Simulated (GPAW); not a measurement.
A run of GPAW 26.7.0 is set up as follows.

Contents of run.py:

```python
from ase import Atoms
from ase.filters import FrechetCellFilter
from ase.io import write
from ase.optimize import BFGS
from ase.units import GPa
from gpaw import GPAW, PW, setup_paths

setup_paths.insert(0, '.')

atoms = Atoms(['C', 'C'],
              cell=[[0.0, 1.78337, 1.78337],
                    [1.78337, 0.0, 1.78337],
                    [1.78337, 1.78337, 0.0]],
              scaled_positions=[[0.75, 0.75, 0.75],
                                [0.5, 0.5, 0.5]],
              pbc=True)

calc = GPAW(mode=PW(800),
            xc='PBEsol',
            kpts={'size': (13, 13, 13), 'gamma': True},
            occupations={'name': 'fermi-dirac', 'width': 0.05},
            nbands=11,
            convergence={'density': 1e-05, 'forces': 0.0001},
            maxiter=150,
            txt='gpaw.txt')
atoms.calc = calc
opt = BFGS(FrechetCellFilter(atoms, scalar_pressure=20 * GPa), trajectory='relax.traj', logfile='-')
done = opt.run(fmax=0.02, steps=60)
calc.write('gs.gpw')
write('result.traj', atoms)
print('Converged:', done)
print('Cell:', atoms.cell.cellpar().round(4))
print('Volume:', round(atoms.get_volume(), 4))
print(atoms.get_scaled_positions().round(5))
```

Potentials or basis: PAW data sets generated in the run's folder for this functional, pw.

Run with:

```bash
$ gpaw-setup -f PBEsol C
$ OMP_NUM_THREADS=1 python run.py
```

**Question.** Predict the band gap on the k mesh.

**Answer.** 4.13 eV, indirect (least direct gap 5.69 eV).

**Question.** What does it give for the relaxed cell?

**Answer.** a = 2.478 Å, b = 2.478 Å, c = 2.478 Å, α = 60.00°, β = 60.00°, γ = 60.00°.

**Question.** Estimate the space group after relaxing (to 0.05 Å).

**Answer.** Fd-3m (No. 227).

**Question.** Predict the relaxed volume.

**Answer.** 5.38 Å³/atom.

The path:
```
step  energy change (eV)  largest force (eV/Å)  pressure (GPa)  volume (Å³)
   1              0.0000                0.0000           -5.16        11.34
   2             -0.0001                0.0000            3.41        11.13
   3              0.0301                0.0000           20.73        10.75
   4              0.0281                0.0000           19.98        10.76
```

Caveat: later steps reuse the first step's grids; an odd mesh through Γ misses points on the zone boundary, where band edges often lie.
